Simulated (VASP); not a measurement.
Input of a VASP 6.6.1 run:

Contents of INCAR:

```
PREC     = Accurate       # precision mode
ENCUT    = 520            # plane-wave cutoff, eV
EDIFF    = 1E-7           # SCF threshold, eV
ISMEAR   = -1             # smearing method
SIGMA    = 0.02           # smearing width, eV
LREAL    = F              # projectors in reciprocal space
LASPH    = T              # aspherical terms in the spheres
NELM     = 100            # most SCF steps
ALGO     = Fast           # electronic algorithm
ISIF     = 2              # what is computed and relaxed
LWAVE    = F              # write WAVECAR
LCHARG   = F              # write CHGCAR
GGA      = PE             # functional
NBANDS   = 9              # bands
```

File KPOINTS:

```
Automatic mesh
0
Gamma
  10 10 10
```

The input POSCAR:

```
LiH
1.0
    2.4048445196      0.0000000000      0.0000000000
    0.0000000000      2.4048445196      0.0000000000
    0.0000000000      0.0000000000      2.4048445196
Li H
1 1
Direct
    0.0000000000      0.0000000000      0.0000000000
    0.5000000000      0.5000000000      0.5000000000
```

Potentials or basis: VASP PAW PBE potentials, release 64 (Li_sv, H).

Command:

```console
$ cat potpaw_PBE.64/Li_sv/POTCAR potpaw_PBE.64/H/POTCAR > POTCAR
$ mpirun -np 1 vasp_std > vasp.out
```

Question: Predict the band gap on the k mesh.

Answer: 0.70 eV, indirect (least direct gap 4.30 eV).

 A k mesh can miss the band edges.
